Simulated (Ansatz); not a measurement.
TiC:

```
Ti C
1.0
     0.00000    2.16572    2.16572
     2.16572    0.00000    2.16572
     2.16572    2.16572    0.00000
Ti C
1 1
Direct
  0.00000 0.00000 0.00000
  0.50000 0.50000 0.50000
```

The cell is a database's computed one.

| Property | Result |
| --- | --- |
| Program | Ansatz 0.2.0 |
| Task | relaxation of cell and atoms |
| Functional | rPW86-PBE |
| Potentials or basis | Ansatz PAW |
| Cutoff | 420 eV (not typed: the program's choice for these potentials) |
| k mesh | 11 × 11 × 11 |
| Occupations | fermi-dirac, width 0.05 eV |
| Spin | no spin polarisation |

At the start: volume 10.16 Å³/atom.

How do energy, volume and symmetry change on relaxing?

It ends after 6 steps and the volume is 10.47 Å³/atom (+3.0 %); space group Fm-3m (No. 225, to 0.05 Å).

Step by step:
```tsv
step	energy change (eV)	largest force (eV/Å)	volume (Å³)
1	0.0000	0.0000	20.32
2	-0.0127	0.0000	20.85
3	-0.0127	0.0000	20.93
4	-0.0141	0.0000	20.93
5	-0.0141	0.0000	20.93
6	-0.0141	0.0000	20.93
```

Final structure:
```
CELL_PARAMETERS angstrom
0.00000 2.18749 2.18749
2.18749 0.00000 2.18749
2.18749 2.18749 0.00000
ATOMIC_POSITIONS crystal
Ti 0.00000 0.00000 0.00000
C 0.50000 0.50000 0.50000
```

Caveat: the plane-wave basis is chosen anew once the cell has moved, so the energies of steps on either side of that aren't comparable; the pressure holds a Pulay correction of +0.3 GPa for the finite cutoff; the PAW data sets come from PBE, with cores solved anew for the run's functional, which leaves a small shift of forces and pressure.
